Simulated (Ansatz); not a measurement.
Runs of Ansatz 0.2.0 on CsPbCl3. It takes space group Pm-3m (No. 221, cubic). Conventional cell: a = 5.605 Å, b = 5.605 Å, c = 5.605 Å, α = 90.00°, β = 90.00°, γ = 90.00°. Pb (site symmetry m-3m) is surrounded by 6 Cl at 2.80 Å. Cs (site symmetry m-3m) has 12 Cl at 3.96 Å as nearest neighbours. Cl (site symmetry 4/mmm) has 2 Pb at 2.80 Å as nearest neighbours. 

```csv
task,level,cell,cutoff (eV),points for each segment of the path,gap on the mesh (eV),pressure (GPa),relaxed volume (Å³/atom)
relaxation of cell and atoms,r2SCAN,relaxed,500,-,3.39,0.0,36.46
band structure,r2SCAN,as given,500,14,-,(a),-
band structure,LDA,as given,420,14,-,-1.3,-
relaxation of cell and atoms,LDA,relaxed,420,-,(b),0.0,33.54
```

Alike in all rows: potentials or basis Ansatz PAW; no spin polarisation; k mesh 5 × 5 × 5; smearing fermi-dirac 0.05 eV.

Problem. Estimate the missing entries.

Solution. (a) 1.0; (b) 2.69.

Caveats: the PAW data sets come from PBE, with cores solved anew for the run's functional, which leaves a small shift of forces and pressure; odd divisions of the mesh miss points on the zone boundary, where band edges often lie, so the gap on the mesh can be too wide (some runs); the plane-wave basis is chosen anew once the cell has moved, so the energies of steps on either side of that aren't comparable (some runs); spin-orbit coupling is left out, which as a rule narrows the gap of such compounds by several tenths of an eV (some runs); spin-orbit coupling is left out, which moves the levels of the heavy elements (some runs).

A k mesh can miss the band edges, and the runs leave out spin-orbit coupling on Cs, Pb.

Runs at the PBE level aren't shown here.
